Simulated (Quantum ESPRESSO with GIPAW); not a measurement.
# 17O assignment in BaSr3O4

The values are calculated: DFT, PBEsol, plane-wave PAW (pslibrary 1.0.0 recipes), scalar-relativistic, GIPAW shieldings (Quantum ESPRESSO with GIPAW, a patched development version). Shieldings are without the macroscopic shape term, which is common to all sites.

```xyz
8
Lattice="5.3277 0.0000 0.0000 0.0000 5.3277 0.0000 0.0000 0.0000 5.3277" Properties=species:S:1:pos:R:3 pbc="T T T"
Ba    2.6638    2.6638    2.6638
Sr    0.0000    0.0000    2.6638
Sr    0.0000    2.6638    0.0000
Sr    2.6638    0.0000    0.0000
O     0.0000    0.0000    0.0000
O     2.6638    2.6638    0.0000
O     2.6638    0.0000    2.6638
O     0.0000    2.6638    2.6638
```

The cell is a computed entry of the Materials Project; it need not be the form that is stable at ambient conditions.

The O sites:

```csv
site,atom no.,atoms in cell,site symmetry,surroundings,bonds (Å)
O(1),5,1,m-3m,bound to Sr6,2.664
O(2),6,3,4/mmm,bound to Ba2Sr4,2.664
```

The lines to be assigned:

```csv
line,σ_iso (ppm),relative area,span (ppm),skew
A,-211.6,1,0.0,-
B,-312.2,3,146.4,1.00
```

**Question.** Which site gives which line?

A: A is O(1) (bound to Sr6); B is O(2) (bound to Ba2Sr4). The areas settle A and B, whose multiplicities are unique.

[Banner, clock, file and message-heading lines were taken out of the pw.x and gipaw.x logs.]

[Logs are printed without paths, hosts, clocks, repeated set-up lines and the standing remarks that a program may print on its own settings, such as how far it seeks lower states.]

[Hosts, paths, dates, database ids (printed as entryN), source tags and the programs' standing remarks are cut or masked in the printed files.]
